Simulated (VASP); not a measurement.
# CdTe: input slips in a relaxation and what they do

Aim: see how common mistakes in a VASP relaxation show up, on CdTe. The starting structure is a measured crystal structure from the Crystallography Open Database. The first relaxation on each setting starts from this cell expanded by 3 % in volume.

Method: Kohn-Sham DFT with plane waves and PAW; PBEsol, in VASP 6.6.1.

### Step 1. Set-up

Symmetry: F-43m, No. 216, cubic system. The conventional cell has a = 6.480 Å, b = 6.480 Å, c = 6.480 Å, α = 90.00°, β = 90.00°, γ = 90.00°. Te has 4 Cd at 2.81 Å nearest. Cd has 4 Te at 2.81 Å nearest. Farther neighbours and most contacts between anions are not listed.

Coordinates:

```
Te Cd
1.0
     0.00000    3.24000    3.24000
     3.24000    0.00000    3.24000
     3.24000    3.24000    0.00000
Te Cd
1 1
Direct
  0.75000 0.75000 0.75000
  0.00000 0.00000 0.00000
```

### Step 2. Reference relaxation

The input, INCAR:

```
SYSTEM = CdTe
PREC = Accurate
ENCUT = 450
EDIFF = 1E-06
NELM = 100
ISMEAR = 0
SIGMA = 0.03
LREAL = .FALSE.
ALGO = Normal
GGA = PS
NBANDS = 15
LORBIT = 11
LWAVE = .FALSE.
LCHARG = .FALSE.
KPAR = 4
IBRION = 2
NSW = 50
ISIF = 3
EDIFFG = -0.004
```

The input, POSCAR:

```
CdTe
1.0
    0.0000000000      3.2720812943      3.2720812943
    3.2720812943      0.0000000000      3.2720812943
    3.2720812943      3.2720812943      0.0000000000
Te Cd
1 1
Direct
    0.7500000000      0.7500000000      0.7500000000
    0.0000000000      0.0000000000      0.0000000000
```

The input, KPOINTS:

```
Automatic mesh
0
Gamma
6 6 6
0 0 0
```

PAW data sets: Te and Cd (PBE family, release 64).

Command:

```
$ mpirun -np 4 vasp_std
```

What it wrote:

```text
[banner, memory and clock lines left out]
running    4 mpi-ranks, on    1 nodes
 distrk:  each k-point on    1 cores,    4 groups
 distr:  one band on    1 cores,    1 groups

 POSCAR found type information on POSCAR TeCd
 POSCAR found :  2 types and       2 ions
|                                                                             |
|               ----> ADVICE to this user running VASP <----                  |
|                                                                             |
|     You enforced a specific xc type in the INCAR file but a different       |
|     [... a line on the potential file left out ...]
|     I HOPE YOU KNOW WHAT YOU ARE DOING!                                     |
|                                                                             |

 LDA part: xc-table for (Slater+PW92), standard interpolation
 POSCAR, INCAR and KPOINTS ok, starting setup
 FFT: planning ... GRIDC
 FFT: planning ... GRID_SOFT
 FFT: planning ... GRID
 WAVECAR not read
 entering main loop
       N       E                     dE             d eps       ncg     rms          rms(c)
DAV:   1     0.836774600330E+02    0.83677E+02   -0.75676E+03   504   0.913E+02
DAV:   2    -0.270307251897E+01   -0.86381E+02   -0.82997E+02   585   0.229E+02
DAV:   3    -0.570738504918E+01   -0.30043E+01   -0.29992E+01   571   0.437E+01
DAV:   4    -0.573768033106E+01   -0.30295E-01   -0.30294E-01   755   0.369E+00
DAV:   5    -0.573775036025E+01   -0.70029E-04   -0.70029E-04   606   0.165E-01    0.511E+00
DAV:   6    -0.549764625432E+01    0.24010E+00   -0.46081E-01   515   0.864E+00    0.432E+00
DAV:   7    -0.547990134110E+01    0.17745E-01   -0.10135E-01   585   0.217E+00    0.177E+00
DAV:   8    -0.547896952507E+01    0.93182E-03   -0.94674E-03   536   0.116E+00    0.492E-01
DAV:   9    -0.547894624634E+01    0.23279E-04   -0.76550E-04   564   0.292E-01    0.106E-01
DAV:  10    -0.547898002611E+01   -0.33780E-04   -0.10547E-04   564   0.996E-02    0.534E-02
DAV:  11    -0.547900603149E+01   -0.26005E-04   -0.44665E-05   544   0.375E-02    0.309E-02
DAV:  12    -0.547900452650E+01    0.15050E-05   -0.36908E-06   564   0.135E-02    0.168E-02
DAV:  13    -0.547900445960E+01    0.66897E-07   -0.36749E-07   387   0.357E-03
   1 F= -.54790045E+01 E0= -.54790045E+01  d E =-.547900E+01
[... from here on, the cycles between the ionic steps are left out ...]
   2 F= -.54832092E+01 E0= -.54832092E+01  d E =-.420470E-02
   3 F= -.54835612E+01 E0= -.54835612E+01  d E =-.455672E-02
   4 F= -.54835561E+01 E0= -.54835561E+01  d E =-.455166E-02
   5 F= -.54835564E+01 E0= -.54835564E+01  d E =-.314925E-06
   6 F= -.54835575E+01 E0= -.54835575E+01  d E =-.142594E-05
   7 F= -.54835577E+01 E0= -.54835577E+01  d E =-.138985E-06
   8 F= -.54835578E+01 E0= -.54835578E+01  d E =-.210889E-06
   9 F= -.54835579E+01 E0= -.54835579E+01  d E =-.339523E-06
  10 F= -.54835581E+01 E0= -.54835581E+01  d E =-.593126E-06
  11 F= -.54835586E+01 E0= -.54835586E+01  d E =-.108480E-05
 curvature:  -0.06 expect dE=-0.864E-06 dE for cont linesearch -0.864E-06
 ZBRENT: increasing intervall
 opt :   0.2445  next Energy=    -5.483560 (dE=-0.269E-05)
 bond charge predicted
       N       E                     dE             d eps       ncg     rms          rms(c)
DAV:   1    -0.548356137159E+01   -0.22683E-05   -0.31611E-05   564   0.667E-02    0.920E-03
DAV:   2    -0.548355956345E+01    0.18081E-05   -0.39906E-06   368   0.286E-02    0.403E-03
DAV:   3    -0.548355944127E+01    0.12218E-06   -0.38090E-07   240   0.608E-03
  12 F= -.54835594E+01 E0= -.54835594E+01  d E =-.189721E-05
 curvature:  -0.11 expect dE=-0.510E-06 dE for cont linesearch -0.510E-06
 trial: gam=-0.21367 g(F)=  0.251E-45 g(S)=  0.451E-05 ort = 0.650E-05 (trialstep = 0.510E-01)
 search vector abs. value=  0.216E-05
 reached required accuracy - stopping structural energy minimisation
```

Wall time 11 s (4 MPI ranks of Intel Xeon 6975P-C (Granite Rapids), shared host); peak memory 0.73 GiB; 41 s of CPU time.

Lines that name or quote the potential files are left out of all logs, and their timing lines are given in words.

From OUTCAR (step 2):

```text
ion  position               nearest neighbor table
   1  0.750  0.750  0.750-   2 2.83   2 2.83   2 2.83   2 2.83
   2  0.000  0.000  0.000-   1 2.83   1 2.83   1 2.83   1 2.83

  LATTYP: Found a face centered cubic cell.
 ALAT       =     6.5441625886

 Subroutine GETGRP returns: Found 24 space group operations
 (whereof 24 operations were pure point group operations)

The static configuration has the point symmetry T_d .

 Found     16 irreducible k-points:

   k-points           NKPTS =     16   k-points in BZ     NKDIM =     16   number of bands    NBANDS=     15

   dimension x,y,z NGX =    32 NGY =   32 NGZ =   32
   dimension x,y,z NGXF=    64 NGYF=   64 NGZF=   64

   ENCUT  =  450.0 eV  33.07 Ry    5.75 a.u.   8.00  8.00  8.00*2*pi/ulx,y,z

   NELECT =      18.0000    total number of electrons

 k-points in reciprocal lattice and weights: Automatic mesh
   0.00000000  0.00000000  0.00000000       0.005
   0.16666667  0.00000000  0.00000000       0.037
   0.33333333  0.00000000  0.00000000       0.037
   0.50000000  0.00000000  0.00000000       0.019
   0.16666667  0.16666667  0.00000000       0.028
   0.33333333  0.16666667  0.00000000       0.111
   0.50000000  0.16666667  0.00000000       0.111
  -0.33333333  0.16666667  0.00000000       0.111
  -0.16666667  0.16666667  0.00000000       0.056
[...]
-0.33333333  0.33333333  0.16666667       0.111
  -0.33333333  0.50000000  0.16666667       0.056

 average (electrostatic) potential at core
       1 -91.2990       2 -39.0172

 E-fermi :   2.3290

 k-point     1 :       0.0000    0.0000    0.0000
  band No.  band energies     occupation
    ...
      5      -5.8242      2.00000
      6      -5.8242      2.00000
      7       2.1529      2.00000
      8       2.1529      2.00000
      9       2.1529      2.00000
     10       2.7922      0.00000
     11       6.7002      0.00000
     12       6.7002      0.00000
     13       6.7002      0.00000
     14       9.4407      0.00000
    ...

 k-point     2 :       0.1667    0.0000    0.0000
  band No.  band energies     occupation
    ...
      5      -5.8255      2.00000
      6      -5.8255      2.00000
      7       0.3859      2.00000
      8       1.9248      2.00000
      9       1.9248      2.00000
     10       3.9158      0.00000
     11       6.7920      0.00000
     12       7.0377      0.00000
     13       7.0377      0.00000
     14      10.4439      0.00000
    ...

 k-point     3 :       0.3333    0.0000    0.0000
  band No.  band energies     occupation
    ...
      5      -5.8215      2.00000
      6      -5.7288      2.00000
      7      -1.4463      2.00000
      8       1.5441      2.00000
      9       1.5441      2.00000
     10       3.9861      0.00000
     11       7.3194      0.00000
     12       7.3194      0.00000
     13       8.2949      0.00000
     14      10.0756      0.00000
    ...

  Total       -0.0078988     -0.0078988     -0.0078988      0.0000000     -0.0000000     -0.0000000
  in kB       -0.1846783     -0.1846783     -0.1846783      0.0000000     -0.0000000     -0.0000000
  external PRESSURE =      -0.1846783 kB  Pullay stress =       0.0000000 kB

  energy-cutoff  :      450.00
  volume of cell :       68.53
      direct lattice vectors                 reciprocal lattice vectors
    -0.000000000  3.247938374  3.247938374    -0.153943808  0.153943808  0.153943808
     3.247938374 -0.000000000  3.247938374     0.153943808 -0.153943808  0.153943808
     3.247938374  3.247938374 -0.000000000     0.153943808  0.153943808 -0.153943808

 POSITION                                       TOTAL-FORCE (eV/Angst)
 -----------------------------------------------------------------------------------
      4.87191      4.87191      4.87191        -0.000000     -0.000000     -0.000000
      0.00000      0.00000      0.00000         0.000000      0.000000      0.000000
 -----------------------------------------------------------------------------------
    total drift:                                0.000001      0.000001      0.000001

  FREE ENERGIE OF THE ION-ELECTRON SYSTEM (eV)
  ---------------------------------------------------
  free  energy   TOTEN  =        -5.4835594413 eV

  energy  without entropy=       -5.4835594413  energy(sigma->0) =       -5.48355944

 reached required accuracy - stopping structural energy minimisation

 total charge
# of ion       s       p       d       tot
------------------------------------------
    1        1.352   2.045   0.021   3.417
    2        0.472   0.316   9.528  10.315
--------------------------------------------------
tot          1.823   2.360   9.549  13.732

[... 3 further parts left out ...]
```

Logs of long relaxations may skip ionic steps without a mark.

The PAW data sets were made with PBE, which is usual practice but a small mismatch for other functionals. The run keeps the 24 symmetry operations of its start, so it cannot find a distortion of lower symmetry.

The reference relaxation ends at 34.263 Å³ an atom. Pressures at 0.985 and 1.015 times this volume, from two more relaxations that aren't shown, give a bulk modulus of 41.5 GPa.

### Step 3. Relaxation with too few electronic steps

A slip made on purpose: too few electronic steps. Against step 2 the input has NELM = 4 (also changed: NSW).

INCAR: that of step 2 with these lines changed.

```diff
@@ -4,3 +4,3 @@
 EDIFF = 1E-06
-NELM = 100
+NELM = 4
 ISMEAR = 0
@@ -16,3 +16,3 @@
 IBRION = 2
-NSW = 50
+NSW = 30
 ISIF = 3
```

POSCAR is that of step 2.

KPOINTS is that of step 2.

Command:

```
$ mpirun -np 4 vasp_std
```

What it wrote:

```text
[banner, memory and clock lines left out]
running    4 mpi-ranks, on    1 nodes
[...]
[... a notice as in an earlier step ...]

 LDA part: xc-table for (Slater+PW92), standard interpolation
 POSCAR, INCAR and KPOINTS ok, starting setup
[...]
entering main loop
       N       E                     dE             d eps       ncg     rms          rms(c)
[... 4 cycles as in an earlier step ...]
|                                                                             |
|           W    W    AA    RRRRR   N    N  II  N    N   GGGG   !!!           |
|           W    W   A  A   R    R  NN   N  II  NN   N  G    G  !!!           |
|           W    W  A    A  R    R  N N  N  II  N N  N  G       !!!           |
|           W WW W  AAAAAA  RRRRR   N  N N  II  N  N N  G  GGG   !            |
|           WW  WW  A    A  R   R   N   NN  II  N   NN  G    G                |
|           W    W  A    A  R    R  N    N  II  N    N   GGGG   !!!           |
|                                                                             |
[...]
1 F= -.57376803E+01 E0= -.57376803E+01  d E =-.573768E+01
[...]
|     The electronic self-consistency was not achieved in the given           |
[... from here on, the cycles between the ionic steps are left out ...]
   2 F= -.63401296E+00 E0= -.63401296E+00  d E =0.510367E+01
[...]
|     The electronic self-consistency was not achieved in the given           |
   3 F= -.52303133E+01 E0= -.52303133E+01  d E =0.507367E+00
   5 F= -.54537676E+01 E0= -.54537676E+01  d E =0.283913E+00
   7 F= -.54835144E+01 E0= -.54835144E+01  d E =0.254166E+00
   9 F= -.54833033E+01 E0= -.54833033E+01  d E =0.254377E+00
  11 F= -.54834439E+01 E0= -.54834439E+01  d E =0.254236E+00
  13 F= -.54834531E+01 E0= -.54834531E+01  d E =-.928100E-05
  15 F= -.54834534E+01 E0= -.54834534E+01  d E =-.282598E-06
  17 F= -.54834541E+01 E0= -.54834541E+01  d E =-.927796E-06
  19 F= -.54834566E+01 E0= -.54834566E+01  d E =-.349198E-05
  21 F= -.54834666E+01 E0= -.54834666E+01  d E =-.134809E-04
  23 F= -.54835019E+01 E0= -.54835019E+01  d E =-.488056E-04
  25 F= -.54835607E+01 E0= -.54835607E+01  d E =-.107604E-03
  27 F= -.54835588E+01 E0= -.54835588E+01  d E =-.105688E-03
  28 F= -.54835607E+01 E0= -.54835607E+01  d E =-.107553E-03
[...]
reached required accuracy - stopping structural energy minimisation
```

Wall time 24 s (4 MPI ranks); peak memory 0.76 GiB.

From OUTCAR (step 3):

```text
  Total        0.0079538      0.0079538      0.0079538      0.0000000      0.0000000      0.0000000
  in kB        0.1861030      0.1861030      0.1861030      0.0000000      0.0000000      0.0000000
  external PRESSURE =       0.1861030 kB  Pullay stress =       0.0000000 kB

 POSITION                                       TOTAL-FORCE (eV/Angst)
 -----------------------------------------------------------------------------------
      4.87071      4.87071      4.87071        -0.000000     -0.000000     -0.000000
      0.00000      0.00000      0.00000         0.000000      0.000000      0.000000
 -----------------------------------------------------------------------------------
    total drift:                                0.000001      0.000001      0.000001

  FREE ENERGIE OF THE ION-ELECTRON SYSTEM (eV)
  ---------------------------------------------------
  free  energy   TOTEN  =        -5.4835606921 eV

  energy  without entropy=       -5.4835606921  energy(sigma->0) =       -5.48356069

[... 2 parts as in an earlier step ...]

[... 2 further parts left out ...]
[key lines of the parts left out:]
E-fermi :   2.3349
```

With too few electronic steps the cell ends at 34.238 Å³ an atom, -0.07 % from the reference.

### Step 4. Relaxation with too few ionic steps

A slip made on purpose: too few ionic steps. Against step 2 the input has NSW = 2 (also changed: NELM).

INCAR: that of step 3 with these lines changed.

```diff
@@ -4,3 +4,3 @@
 EDIFF = 1E-06
-NELM = 4
+NELM = 60
 ISMEAR = 0
@@ -16,3 +16,3 @@
 IBRION = 2
-NSW = 30
+NSW = 2
 ISIF = 3
```

POSCAR is that of step 3.

KPOINTS is that of step 3.

Command:

```
$ mpirun -np 4 vasp_std
```

What it wrote:

```text
[... set-up lines as in an earlier step ...]
 entering main loop
       N       E                     dE             d eps       ncg     rms          rms(c)
[... 13 cycles as in an earlier step ...]
   1 F= -.54790045E+01 E0= -.54790045E+01  d E =-.547900E+01
[...]
N       E                     dE             d eps       ncg     rms          rms(c)
[... 8 cycles as in an earlier step ...]
   2 F= -.54832092E+01 E0= -.54832092E+01  d E =-.420470E-02
 trial-energy change:   -0.004205  1 .order   -0.004015   -0.011382    0.003353
 step:   0.7855(harm=  0.7725)  dis= 0.00000  next Energy=    -5.483567 (dE=-0.456E-02)
```

Run time: 4.2 s. Hardware: 4 MPI ranks; peak memory 0.72 GiB.

From OUTCAR (step 4):

```text
  Total        0.1168153      0.1168153      0.1168153      0.0000000     -0.0000000      0.0000000
  in kB        2.7493622      2.7493622      2.7493622      0.0000000     -0.0000000      0.0000000
  external PRESSURE =       2.7493622 kB  Pullay stress =       0.0000000 kB

 POSITION                                       TOTAL-FORCE (eV/Angst)
 -----------------------------------------------------------------------------------
      4.86117      4.86117      4.86117        -0.000000      0.000000      0.000000
      3.24078      6.48156      3.24078         0.000000     -0.000000     -0.000000
 -----------------------------------------------------------------------------------
    total drift:                                0.000001      0.000001      0.000001

  FREE ENERGIE OF THE ION-ELECTRON SYSTEM (eV)
  ---------------------------------------------------
  free  energy   TOTEN  =        -5.4832091586 eV

  energy  without entropy=       -5.4832091586  energy(sigma->0) =       -5.48320916

[... 1 part as in an earlier step ...]

[... 2 further parts left out ...]
[key lines of the parts left out:]
E-fermi :   2.3843
```

The relaxation used up its 2 ionic steps (NSW) before forces and stress met EDIFFG.

### Step 5. Relaxation with a k mesh far too coarse

A slip made on purpose: a k mesh far too coarse. Against step 2 the input has a 2×2×2 mesh (also changed: NELM, NCORE and KPAR).

INCAR: that of step 4 with these lines changed.

```diff
@@ -14,5 +14,5 @@
 LCHARG = .FALSE.
-KPAR = 4
+NCORE = 4
 IBRION = 2
-NSW = 2
+NSW = 50
 ISIF = 3
```

POSCAR is that of step 4.

The input, KPOINTS:

```
Automatic mesh
0
Gamma
2 2 2
0 0 0
```

Command:

```
$ mpirun -np 4 vasp_std
```

What it wrote:

```text
[banner, memory and clock lines left out]
running    4 mpi-ranks, on    1 nodes
[...]
[... a notice as in an earlier step ...]

 LDA part: xc-table for (Slater+PW92), standard interpolation
 POSCAR, INCAR and KPOINTS ok, starting setup
[...]
entering main loop
       N       E                     dE             d eps       ncg     rms          rms(c)
DAV:   1     0.953210413883E+02    0.95321E+02   -0.76084E+03    90   0.933E+02
DAV:   2    -0.152207713100E+01   -0.96843E+02   -0.92215E+02   111   0.240E+02
DAV:   3    -0.464320981109E+01   -0.31211E+01   -0.31173E+01    97   0.439E+01
DAV:   4    -0.467399736565E+01   -0.30788E-01   -0.30786E-01   149   0.378E+00
[...]
DAV:  11    -0.421433572599E+01   -0.18366E-03   -0.26876E-04    90   0.935E-02    0.350E-02
DAV:  12    -0.421433404195E+01    0.16840E-05   -0.95358E-06   111   0.217E-02    0.233E-02
DAV:  13    -0.421433403261E+01    0.93412E-08   -0.42880E-07    80   0.391E-03
   1 F= -.42143340E+01 E0= -.42143340E+01  d E =-.421433E+01
[...]
DAV:   9    -0.424754474070E+01   -0.10219E-05   -0.24847E-06    81   0.179E-02    0.539E-03
DAV:  10    -0.424754536552E+01   -0.62482E-06   -0.77870E-07    74   0.567E-03
   2 F= -.42475454E+01 E0= -.42475451E+01  d E =-.332113E-01
 trial-energy change:   -0.033211  1 .order   -0.035849   -0.094552    0.022854
 step:   0.7824(harm=  0.8053)  dis= 0.00000  next Energy=    -4.250059 (dE=-0.357E-01)
[...]
N       E                     dE             d eps       ncg     rms          rms(c)
DAV:   1    -0.430199936028E+01   -0.54455E-01   -0.10579E+00    97   0.114E+01    0.163E+00
DAV:   2    -0.425536289023E+01    0.46636E-01   -0.12613E-01    90   0.467E+00    0.522E-01
DAV:   3    -0.425056511522E+01    0.47978E-02   -0.11764E-02    90   0.973E-01    0.425E-01
DAV:   4    -0.424992898934E+01    0.63613E-03   -0.11420E-03    97   0.242E-01    0.802E-02
DAV:   5    -0.424991160281E+01    0.17387E-04   -0.17781E-04    90   0.154E-01    0.554E-02
DAV:   6    -0.424992011766E+01   -0.85149E-05   -0.34520E-05    98   0.602E-02    0.132E-02
DAV:   7    -0.424992025445E+01   -0.13679E-06   -0.13498E-06    88   0.879E-03
   3 F= -.42499203E+01 E0= -.42499203E+01  d E =-.355862E-01
[...]
reached required accuracy - stopping structural energy minimisation
```

Wall time 2 s (4 MPI ranks); peak memory 0.47 GiB; 5.7 s of CPU time.

(Continued in part 2 of 2.)

[Lines on the potential files, build, host, timing and source positions are cut from VASP's logs without a mark.]

[Logs are printed without paths, hosts, clocks, repeated set-up lines and the standing remarks that a program may print on its own settings, such as how far it seeks lower states.]

[Hosts, paths, dates, database ids (printed as entryN), source tags and the programs' standing remarks are cut or masked in the printed files.]
